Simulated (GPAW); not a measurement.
Runs of GPAW 26.7.0 on Co. Symmetry: P6_3/mmc, No. 194, hexagonal system. The conventional cell has a = 2.472 Å, b = 2.472 Å, c = 4.021 Å, α = 90.00°, β = 90.00°, γ = 120.00°. Around Co (site symmetry -6m2) lie 12 Co at 2.47 Å. 

```csv
task,level,potentials or basis,U,band path,band points,pressure (GPa),moment (μB)
band structure,LDA+U,"the program's PAW data sets (release 1.2.1) made for this functional, pw",Co d U = 6.2 eV,"GMKGALHA,LM,KH",80,(c),(a)
band structure,TASK,"GPAW PAW data sets (gpaw-data 1.2.1), pw",-,"GMKGALHA,LM,KH",100,(b),3.74
band structure,SCAN,"GPAW PAW data sets (gpaw-data 1.2.1), pw",-,"GMKGALHA,LM,KH",80,-3.0,3.52
band structure,PBEsol,"PAW data sets generated in the run's folder for this functional, pw",-,"GMKGALHA,LM,KH",100,-6.4,3.07
```

Alike in all rows: spin collinear, ferromagnetic start; cell as given; k mesh 9 × 9 × 5; cutoff (eV) 600; smearing fermi-dirac 0.05 eV.

Problem. Estimate the missing entries.

Solution. (a) 4.00; (b) 7.0; (c) -2.0.

Caveats: the PAW data sets were made with another functional, which shifts forces and pressure a little (some runs); the U is typed as a test and isn't derived for this compound (some runs).

Runs at the PBE level aren't shown here.
